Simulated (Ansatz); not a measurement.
**Band structure of BN**

```
B N
1.0
     0.00000    1.80750    1.80750
     1.80750    0.00000    1.80750
     1.80750    1.80750    0.00000
B N
1 1
Direct
  0.00000 0.00000 0.00000
  0.75000 0.75000 0.75000
```

Atoms are numbered in the order listed.

The geometry is COD entry 9008834, unchecked; take it as a test cell.

Theory: DFT, LDA, all-electron LAPW, scalar-relativistic in Ansatz 0.2.0.

Sampling and basis: a Γ-centred 11×11×11 k mesh, Fermi–Dirac smearing of 0.02 eV, basis error target 0.5 meV/atom, no spin polarisation.

Points in fractions of the reciprocal vectors of this cell: Γ (0, 0, 0), X (-0.5, -0.5, 0), U (-0.375, -0.375, 0.25), K (-0.375, 0, 0.375), L (0, 0, 0.5), W (-0.5, -0.25, 0.25). The path joins them by straight lines in the order Γ–X–U–K–Γ–L–W–X; legs that retrace an earlier one aren't tabulated. Energies are in eV from the top of the valence band.

Q: Metal or insulator at this level of theory?

A: An insulator or semiconductor: gap 4.35 eV, indirect from Γ to X (-0.5, -0.5, 0).

Q: Tabulate bands 2 to 8, counted from the lowest band of the run, along the path.

A: 
```csv
k (1/Å),point,band 2,band 3,band 4,band 5,band 6,band 7,band 8
0.00,Γ,-170.31,-20.07,0.00,0.00,0.00,8.69,8.69
0.25,,-170.31,-19.90,-0.43,-0.42,-0.42,8.43,9.24
0.50,,-170.31,-19.41,-1.55,-1.39,-1.39,7.87,10.61
0.74,,-170.31,-18.61,-3.06,-2.50,-2.50,7.13,11.90
0.99,,-170.31,-17.53,-4.79,-3.51,-3.51,6.23,10.94
1.24,,-170.31,-16.26,-6.57,-4.28,-4.28,5.30,9.92
1.49,,-170.31,-15.02,-8.15,-4.76,-4.76,4.61,9.34
1.74,X,-170.31,-14.42,-8.88,-4.92,-4.92,4.35,9.15
1.83,,-170.31,-14.41,-8.86,-5.03,-4.91,4.45,9.23
1.91,,-170.31,-14.39,-8.81,-5.32,-4.85,4.71,9.45
2.00,,-170.31,-14.36,-8.73,-5.75,-4.77,5.09,9.84
2.09,,-170.31,-14.32,-8.60,-6.26,-4.65,5.53,10.38
2.18,,-170.31,-14.29,-8.45,-6.79,-4.49,5.96,11.08
2.26,,-170.31,-14.29,-8.27,-7.30,-4.31,6.39,11.90
2.35,U,-170.31,-14.32,-8.07,-7.73,-4.09,6.80,12.77
2.50,,-170.31,-14.36,-8.21,-7.54,-4.18,7.28,13.21
2.66,,-170.31,-14.40,-8.41,-7.07,-4.57,8.20,13.15
2.81,,-170.31,-14.42,-8.52,-6.63,-5.01,9.16,12.29
2.96,,-170.31,-14.42,-8.52,-6.63,-5.01,9.16,12.29
3.11,,-170.31,-14.40,-8.41,-7.07,-4.57,8.20,13.15
3.26,,-170.31,-14.36,-8.21,-7.54,-4.18,7.28,13.21
3.42,K,-170.31,-14.32,-8.07,-7.73,-4.09,6.80,12.77
3.68,,-170.31,-14.82,-8.45,-7.15,-3.32,8.00,14.06
3.94,,-170.31,-15.94,-7.93,-6.02,-2.41,9.21,12.51
4.21,,-170.31,-17.26,-6.58,-4.66,-1.52,10.28,11.15
4.47,,-170.31,-18.43,-4.75,-3.16,-0.79,10.07,10.35
4.73,,-170.31,-19.33,-2.71,-1.67,-0.31,9.31,9.42
5.00,,-170.31,-19.88,-0.85,-0.48,-0.07,8.84,8.86
5.26,Γ,-170.31,-20.07,0.00,0.00,0.00,8.69,8.69
5.48,,-170.31,-19.95,-0.68,-0.14,-0.14,8.87,8.89
5.69,,-170.31,-19.57,-2.33,-0.48,-0.48,9.18,9.40
5.91,,-170.31,-18.97,-4.39,-0.92,-0.92,9.48,9.97
6.12,,-170.31,-18.15,-6.51,-1.33,-1.33,9.77,10.38
6.34,,-170.31,-17.19,-8.47,-1.67,-1.67,10.00,10.55
6.55,,-170.31,-16.25,-10.04,-1.88,-1.88,10.15,10.58
6.77,L,-170.31,-15.79,-10.71,-1.95,-1.95,10.21,10.57
6.94,,-170.31,-15.73,-10.63,-2.28,-2.08,10.31,10.43
7.12,,-170.31,-15.55,-10.38,-3.13,-2.46,9.93,10.61
7.29,,-170.31,-15.26,-9.97,-4.24,-3.08,9.55,10.92
7.47,,-170.31,-14.89,-9.42,-5.36,-3.90,9.36,11.35
7.64,,-170.31,-14.51,-8.72,-6.34,-4.85,9.34,11.93
7.82,,-170.31,-14.21,-7.94,-7.00,-5.83,9.40,12.65
7.99,W,-170.31,-14.08,-7.50,-7.02,-6.56,9.44,13.23
8.12,,-170.31,-14.10,-7.73,-6.77,-6.49,8.98,13.33
8.24,,-170.31,-14.15,-8.05,-6.35,-6.29,8.01,12.26
8.37,,-170.31,-14.22,-8.34,-5.99,-5.93,6.93,11.26
8.49,,-170.31,-14.29,-8.57,-5.63,-5.53,5.92,10.39
8.62,,-170.31,-14.36,-8.74,-5.28,-5.21,5.10,9.73
8.74,,-170.31,-14.40,-8.85,-5.02,-5.00,4.55,9.30
8.86,X,-170.31,-14.42,-8.88,-4.92,-4.92,4.35,9.15
```

Kohn–Sham gaps of semilocal functionals usually fall short of measured ones.
